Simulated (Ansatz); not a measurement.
Clean, relaxed (111) surface of TiC, space group Fm-3m (No. 225) (top face towards +c; held atoms: 1, 2, 3, 4, 5, 6, 7, 8, 9, 10, 11, 12):

```yaml
crystal:
  lattice:
    - [6.06863, 0.00000, 0.00000]
    - [-3.03432, 5.25559, 0.00000]
    - [0.00000, 0.00000, 22.19377]
  atoms:
    - { symbol: C, position: [0.16667, 0.33333, 0.36046] }
    - { symbol: C, position: [0.16667, 0.83333, 0.36046] }
    - { symbol: C, position: [0.66667, 0.33333, 0.36046] }
    - { symbol: C, position: [0.66667, 0.83333, 0.36046] }
    - { symbol: Ti, position: [0.33333, 0.16667, 0.41628] }
    - { symbol: Ti, position: [0.33333, 0.66667, 0.41628] }
    - { symbol: Ti, position: [0.83333, 0.16667, 0.41628] }
    - { symbol: Ti, position: [0.83333, 0.66667, 0.41628] }
    - { symbol: C, position: [0.50000, 0.50000, 0.47209] }
    - { symbol: C, position: [0.50000, 0.00000, 0.47209] }
    - { symbol: C, position: [0.00000, 0.50000, 0.47209] }
    - { symbol: C, position: [0.00000, 0.00000, 0.47209] }
    - { symbol: Ti, position: [0.66667, 0.33333, 0.52710] }
    - { symbol: Ti, position: [0.66667, 0.83333, 0.52710] }
    - { symbol: Ti, position: [0.16667, 0.33333, 0.52710] }
    - { symbol: Ti, position: [0.16667, 0.83333, 0.52710] }
    - { symbol: C, position: [0.83333, 0.66667, 0.58769] }
    - { symbol: C, position: [0.83333, 0.16667, 0.58769] }
    - { symbol: C, position: [0.33333, 0.66667, 0.58769] }
    - { symbol: C, position: [0.33333, 0.16667, 0.58769] }
    - { symbol: Ti, position: [0.00000, 0.50000, 0.63498] }
    - { symbol: Ti, position: [0.00000, 0.00000, 0.63498] }
    - { symbol: Ti, position: [0.50000, 0.50000, 0.63498] }
    - { symbol: Ti, position: [0.50000, 0.00000, 0.63498] }
```

These are results of DFT PBE+D3(BJ), scalar-relativistic, plane waves, PAW in Ansatz, not measurements. Settings: cutoff 420 eV, Γ-centred mesh 4×4×1 on the computed 27-atom cell, Gaussian smearing of 0.10 eV; no spin polarisation. A dipole correction removes the field between periodic images along c.

H2O is put on the top face, one molecule per 31.9 Å², and relaxed from 3 starts; the cell is lengthened along c to keep the vacuum. E_ads is per molecule, from the clean relaxed slab and the free relaxed molecule; negative means bound; no zero-point or thermal terms, forces under 0.04 eV/Å, and the free molecule is spin-polarised where open-shell. Heights count from the highest slab atom. Δp counts per cell along +c.

```csv
start,E_ads (eV),molecule,lowest atom's height (Å),shortest contact,Δφ top (eV),Δp (e·Å)
"flat, lowest atom O over a bridge Ti-Ti site",-1.11,whole,1.66,O–Ti 2.28 Å,-1.33,+0.235
"heteroatom down, lowest atom O over a bridge Ti-Ti site",-1.11,whole,1.66,O–Ti 2.28 Å,-1.34,+0.237
"upright, lowest atom H over a bridge Ti-Ti site",-1.11,whole,1.66,O–Ti 2.28 Å,-1.34,+0.237
```

Each end is the local minimum that its start leads to.

Cost: 7 runs of about 110 core-minutes in all, on Arm Neoverse V2 (shared hosts).